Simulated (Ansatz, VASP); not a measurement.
## Zn: VASP beside Ansatz

```
Zn
1.0
     2.57097    0.00000    0.00000
    -1.28549    2.22653    0.00000
     0.00000    0.00000    4.73619
Zn
2
Direct
  0.33333 0.66667 0.25000
  0.66667 0.33333 0.75000
```

Alike in both runs: task single point; functional LDA; k mesh 14 × 14 × 7; no spin polarisation.

|  | VASP | Ansatz |
| --- | --- | --- |
| version | VASP 6.6.1 | Ansatz 0.2.0 |
| potentials or method | VASP PAW LDA potentials, release 64 (Zn) | plane waves (420 eV) with PAW, scalar-relativistic |
| plane-wave cutoff (eV) | 520 | 420 |
| occupations | methfessel-paxton of order 1, width 0.01 eV | cold, width 0.01 eV |
| valence electrons in the cell | 24 | 24 |

|  | VASP | Ansatz | Ansatz less VASP |
| --- | --- | --- | --- |
| pressure (GPa) | 0.7 | 0.0 | -0.73 |
| largest component of the traceless stress (GPa) | 2.03 | 1.81 | -0.221 |

Ansatz warned: «pseudo_functional_mismatch».
